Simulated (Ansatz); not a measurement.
# SrO: the cost of one run

Computed with Ansatz 0.2.0 (DFT PBEsol, scalar-relativistic, plane waves, PAW, unless a step's input says otherwise).

### Step 1. The structure to begin with

Symmetry: Fm-3m, No. 225, cubic system. Conventional cell: a = 5.140 Å, b = 5.140 Å, c = 5.140 Å, α = 90.00°, β = 90.00°, γ = 90.00°. Sr (site symmetry m-3m) has 6 O at 2.57 Å as nearest neighbours. O (site symmetry m-3m) has 6 Sr at 2.57 Å as nearest neighbours.

As a file:

```cif
data_structure
_symmetry_space_group_name_H-M 'Fm-3m'
_symmetry_Int_Tables_number 225
_cell_length_a 5.1396
_cell_length_b 5.1396
_cell_length_c 5.1396
_cell_angle_alpha 90.000
_cell_angle_beta 90.000
_cell_angle_gamma 90.000
_cell_volume 135.77
loop_
_atom_site_label
_atom_site_type_symbol
_atom_site_symmetry_multiplicity
_atom_site_Wyckoff_symbol
_atom_site_fract_x
_atom_site_fract_y
_atom_site_fract_z
_atom_site_occupancy
Sr1 Sr 4 a 0.00000 0.00000 0.00000 1
O1 O 4 b 0.00000 0.00000 0.50000 1
```

No relaxation comes first: the listed cell is the starting point.

### Step 2. Reference: the perfect supercell

input.yaml reads:

```yaml
crystal:
  lattice:
    - [5.1396, 0.0, -5.1396]
    - [0.0, 5.1396, -5.1396]
    - [5.1396, 5.1396, 0.0]
  atoms:
    - { symbol: Sr, position: [0.5, 0.5, 0.0] }
    - { symbol: Sr, position: [0.5, 0.5, 0.5] }
    - { symbol: Sr, position: [0.5, 0.0, 0.0] }
    - { symbol: Sr, position: [0.5, 0.0, 0.5] }
    - { symbol: Sr, position: [0.0, 0.5, 0.0] }
    - { symbol: Sr, position: [0.0, 0.5, 0.5] }
    - { symbol: Sr, position: [0.0, 0.0, 0.0] }
    - { symbol: Sr, position: [0.0, 0.0, 0.5] }
    - { symbol: O, position: [0.25, 0.25, 0.75] }
    - { symbol: O, position: [0.25, 0.25, 0.25] }
    - { symbol: O, position: [0.25, 0.75, 0.75] }
    - { symbol: O, position: [0.25, 0.75, 0.25] }
    - { symbol: O, position: [0.75, 0.25, 0.75] }
    - { symbol: O, position: [0.75, 0.25, 0.25] }
    - { symbol: O, position: [0.75, 0.75, 0.75] }
    - { symbol: O, position: [0.75, 0.75, 0.25] }
  symmetry: { detect: false }
basis:
  ecutwfc: 420
kpoints:
  mp_grid: { grid: [2, 2, 2], shift: [0.5, 0.5, 0.5] }
hamiltonian:
  xc: pbesol
scf:
  occupations: { method: gaussian, width: 0.1 }
output:
  forces: true
  stress: true
  eigenvalues: true
```

On the command line:

```console
ansatz run input.yaml --threads 4 --pin off --max-ram 5120MiB --backend cpu --events-out ev --progress --plain --runs-dir out
```

What time and memory should one allow on 4 threads of Arm Neoverse V2, shared host?

About 2.2 s, with a peak of 0.65 GiB.
